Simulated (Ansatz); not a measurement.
Re, DFT, PBE, all-electron LAPW, scalar-relativistic (Ansatz 0.2.0), run on 1 thread of Intel(R) Xeon(R) Platinum 8488C (Sapphire Rapids) on a shared host.

The cell is a database entry far from equilibrium at this level of theory, probably a faulty or high-pressure entry; it serves as a test geometry alone. The listed cell was then made from it by scaling, straining or moving an atom.

Command: `ansatz run input.yaml --threads 1 --pin off --max-ram 3072MiB --backend cpu --events-out ev --progress --plain --runs-dir out`

```yaml
crystal:
  lattice:
    - [2.5768720617, 0.0, 0.0]
    - [-1.2884360308, 2.2316366677, 0.0]
    - [0.0, 0.0, 4.162]
  atoms:
    - { symbol: Re, position: [0.3333333333, 0.6666666667, 0.25] }
    - { symbol: Re, position: [0.6666666667, 0.3333333333, 0.75] }
kpoints:
  mp_grid: { grid: [14, 14, 8] }
  band_path:
    path:
      - [0.0, 0.0, 0.0]
      - [0.5, 0.0, 0.0]
      - [0.3333333333, 0.3333333333, 0.0]
      - [0.0, 0.0, 0.0]
      - [0.0, 0.0, 0.5]
      - [0.5, 0.0, 0.5]
      - [0.3333333333, 0.3333333333, 0.5]
      - [0.0, 0.0, 0.5]
      - [0.5, 0.0, 0.5]
    npoints: 5
scf:
  occupations: { method: fermi_dirac, width: 0.05 }
hamiltonian:
  xc: pbe
  pseudopotentials: { kind: all_electron, lapw: { basis_error: 0.00025 } }
output:
  forces: true
  stress: true
  eigenvalues: true
```

(1) How large is the problem that the program sets up?

(2) About how long does it take, and how much memory does it use?

## Answers

(1) 120 irreducible k-points, 391 plane waves at Γ, 54 bands.

(2) 54 s of wall time for 8 SCF iterations, with a peak of 0.78 GiB. Times on shared machines scatter by tens of per cent.
